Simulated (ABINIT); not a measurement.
The system is Al.

```
CELL_PARAMETERS angstrom
2.81246 0.00000 0.00000
-1.40623 2.43566 0.00000
0.00000 0.00000 4.86685
ATOMIC_POSITIONS crystal
Al 0.33333 0.66667 0.25000
Al 0.66667 0.33333 0.75000
```

This isn't the form of Al at room conditions, which is fcc.

| Quantity | Value |
| --- | --- |
| Program | ABINIT 10.8.3 (patched build) |
| Task | relaxation of cell and atoms |
| Functional | PBE |
| Dispersion | D3 |
| Potentials or basis | JTH PAW PBE v2.0 |
| Cutoff | 408 eV |
| k mesh | 11 × 11 × 6 |
| Occupations | fermi-dirac, width 0.05 eV |
| Spin | no spin polarisation |

At the start: pressure -1.7 GPa; volume 16.67 Å³/atom.

Task: How do energy, volume and symmetry change on relaxing?

Result: Over 7 steps the energy falls by 12.6 meV/atom and the volume is 16.23 Å³/atom (-2.6 %); space group P6_3/mmc (No. 194, to 0.05 Å).

Step by step:
```tsv
step	energy change (eV)	largest force (eV/Å)	pressure (GPa)	volume (Å³)
1	0.0000	0.0000	-1.70	33.34
2	-0.0032	0.0000	-1.47	33.21
3	-0.0221	0.0000	0.73	32.19
4	-0.0226	0.0000	1.42	31.92
5	-0.0238	0.0000	0.88	32.12
6	-0.0244	0.0000	0.40	32.30
7	-0.0251	0.0000	0.01	32.46
```

Final structure:
```cif
data_structure
_symmetry_space_group_name_H-M 'P 1'
_symmetry_Int_Tables_number 1
_cell_length_a 2.8281
_cell_length_b 2.8281
_cell_length_c 4.6861
_cell_angle_alpha 90.000
_cell_angle_beta 90.000
_cell_angle_gamma 120.000
_cell_volume 32.46
loop_
_atom_site_label
_atom_site_type_symbol
_atom_site_fract_x
_atom_site_fract_y
_atom_site_fract_z
_atom_site_occupancy
Al1 Al 0.33333 0.66667 0.25000 1
Al2 Al 0.66667 0.33333 0.75000 1
```

Caveat: the log and the count of SCF iterations are those of the last ABINIT call alone; pairwise dispersion overbinds metals, which lowers pressure and volume.
